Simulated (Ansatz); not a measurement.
BaF2 (Frankdicksonite) in Ansatz: convergence with k mesh

Input of the first run (k mesh 2 × 2 × 2); the others differ in this setting and in those tied to it:

The input input.yaml:

```yaml
crystal:
  lattice:
    - [0.0, 3.10005, 3.10005]
    - [3.10005, 0.0, 3.10005]
    - [3.10005, 3.10005, 0.0]
  atoms:
    - { symbol: Ba, position: [0.0, 0.0, 0.0] }
    - { symbol: F, position: [0.75, 0.75, 0.75] }
    - { symbol: F, position: [0.25, 0.25, 0.25] }
hamiltonian:
  xc: lda
  pseudopotentials: { kind: paw, level: accurate }
kpoints:
  mp_grid: { grid: [2, 2, 2] }
scf:
  occupations: { method: gaussian, width: 0.05 }
output:
  forces: true
  stress: true
  eigenvalues: true
```

Potentials or basis: Ansatz PAW earlier set.

Command:

```bash
$ ansatz run input.yaml --threads 2 --pin off --max-ram 5632MiB --backend cpu --events-out ev --progress --plain --runs-dir out
```

Hardware: 2 threads of Arm Neoverse V2, on a shared host.

**Question.** The values tried are 2 × 2 × 2, 3 × 3 × 3, 4 × 4 × 4, 6 × 6 × 6, 7 × 7 × 7, 8 × 8 × 8, 10 × 10 × 10, 12 × 12 × 12, loosest first. From which on does the energy stay within 1 meV/atom of the tightest run that finished?

**Answer.** From 3 × 3 × 3 on.

```tsv
k mesh	energy less the tightest run, at zero smearing (meV/atom)	pressure (GPa)	gap on the mesh (eV)	SCF cycles	CPU time (s)	peak memory (GiB)
2 × 2 × 2	18.70	-4.09	6.523	7	1.4	0.37
3 × 3 × 3	0.22	-4.57	6.523	7	1.6	0.37
4 × 4 × 4	0.01	-4.58	6.444	8	2.6	0.4
6 × 6 × 6	0.00	-4.58	6.468	8	4.7	0.43
7 × 7 × 7	0.00	-4.58	6.466	8	6	0.44
8 × 8 × 8	0.00	-4.58	6.444	8	8.1	0.48
10 × 10 × 10	0.00	-4.58	6.450	8	13	0.54
12 × 12 × 12	0.00	-4.58	6.444	8	20	0.61
```

Against the tightest run, the pressure stays within 0.1 GPa from 3 × 3 × 3 on; the gap on the mesh stays within 0.01 eV from 8 × 8 × 8 on. Meshes of other sizes hit other points, so gaps and Fermi surfaces needn't settle smoothly. The tightest run that finished is the yardstick and may itself not be fully converged.

Caveat, for the tightest run too: spin-orbit coupling is left out, which moves the levels of the heavy elements; the PAW data sets come from PBE, with cores solved anew for the run's functional, which leaves a small shift of forces and pressure.
